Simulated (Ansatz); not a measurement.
SnO: stable or not

It was relaxed at this level from a cell as deposited in COD.

Computed with DFT PBE, scalar-relativistic, plane waves, PAW in Ansatz. Plane waves to 420 eV, a 10×10×8 mesh through Γ for the 4-atom cell and 0.02 eV Gaussian smearing; no spin polarisation.

Space group P4/nmm:1 (No. 129). a = 3.868 Å, b = 3.868 Å, c = 5.070 Å, α = 90.00°, β = 90.00°, γ = 90.00°
```tsv
atom	site	symmetry	x	y	z
Sn	2c	4mm	0.0000	0.5000	0.2287
O	2a	-4m2	0.0000	0.0000	0.0000
```

Formation energies are uncorrected and refer to the elements' standard structures at the same level (O₂ as a molecule). The references include grey tin.

**Question.** These tests were run: energy against the elements; random kick, then relaxation without symmetry; phonons on a 2×2×1 q mesh; elastic tensor. What do they show?

**Answer.**

```json
{"test": "energy against the elements", "result": "−1.261 eV/atom"}
{"test": "random kick, then relaxation without symmetry", "result": "returns"}
{"test": "phonons on a 2×2×1 q mesh", "result": "no imaginary mode on the mesh, but the interpolation dips to 54i cm⁻¹ between its points"}
{"test": "elastic tensor", "result": "least eigenvalue 8 GPa"}
```

It fails none of these tests outright. Competing phases weren't compared here. Undecided within the accuracy: phonons on a 2×2×1 q mesh.

No dispersion correction is applied, so the spacing and binding between layers, chains or molecules are poorly described. The kick test ran on a coarse mesh. The run for the phonons used a 10×10×8 k mesh. The run for the elastic tensor used a 10×10×8 k mesh.
